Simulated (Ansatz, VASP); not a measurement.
# Two plane-wave programs on BaZrO3

```
CELL_PARAMETERS angstrom
4.21239 0.00000 0.00000
0.00000 4.21239 0.00000
0.00000 0.00000 4.21239
ATOMIC_POSITIONS crystal
Ba 0.00000 0.00000 0.00000
Zr 0.50000 0.50000 0.50000
O 0.50000 0.00000 0.50000
O 0.50000 0.50000 0.00000
O 0.00000 0.50000 0.50000
```

Alike in both runs: task single point; functional PBE; k mesh 4 × 4 × 4; occupations gaussian, width 0.1 eV; no spin polarisation.

```csv
,VASP,Ansatz
version,VASP 6.6.1,Ansatz 0.2.0
potentials or method,"VASP PAW PBE potentials, release 64 (Ba_sv, Zr_sv, O)","scalar-relativistic, plane waves, PAW"
plane-wave cutoff (eV),520,420
valence electrons in the cell,40,40
```

|  | VASP | Ansatz | Ansatz less VASP |
| --- | --- | --- | --- |
| gap on the k mesh at the Fermi level (eV) | 3.15 | 3.20 | +0.049 |
| least direct gap on the mesh (eV) | 3.39 | 3.41 | +0.022 |
| pressure (GPa) | 2.6 | 1.6 | -0.98 |

Caveats: spin-orbit coupling is left out, which moves the levels of the heavy elements. A k mesh can miss the band edges. PBE gaps usually lie below the measured ones, often by a third to a half.
